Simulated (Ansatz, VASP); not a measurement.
One calculation of Pb, two programs

```xyz
1
Lattice="-1.9341 1.9341 1.9341 1.9341 -1.9341 1.9341 1.9341 1.9341 -1.9341" Properties=species:S:1:pos:R:3 pbc="T T T"
Pb    0.0000    0.0000    0.0000
```

Alike in both runs: task single point; functional r2SCAN; k mesh 16 × 16 × 16; occupations gaussian, width 0.1 eV; no spin polarisation.

|  | VASP | Ansatz |
| --- | --- | --- |
| version | VASP 6.6.1 | Ansatz 0.2.0 |
| potentials or method | VASP PAW PBE potentials, release 64 (Pb_d) | scalar-relativistic, plane waves, PAW |
| plane-wave cutoff (eV) | 520 | 500 |
| valence electrons in the cell | 14 | 14 |

```csv
,VASP,Ansatz,Ansatz less VASP
gap on the k mesh at the Fermi level (eV),none,none,-
pressure (GPa),3.5,3.5,-0.01
```

A gap of «none» marks a metal or a gap that the smearing closes.

Caveats: the PAW data sets were made with another functional, which shifts forces and pressure a little (VASP). The runs have no spin-orbit coupling, so splittings on Pb are missing.
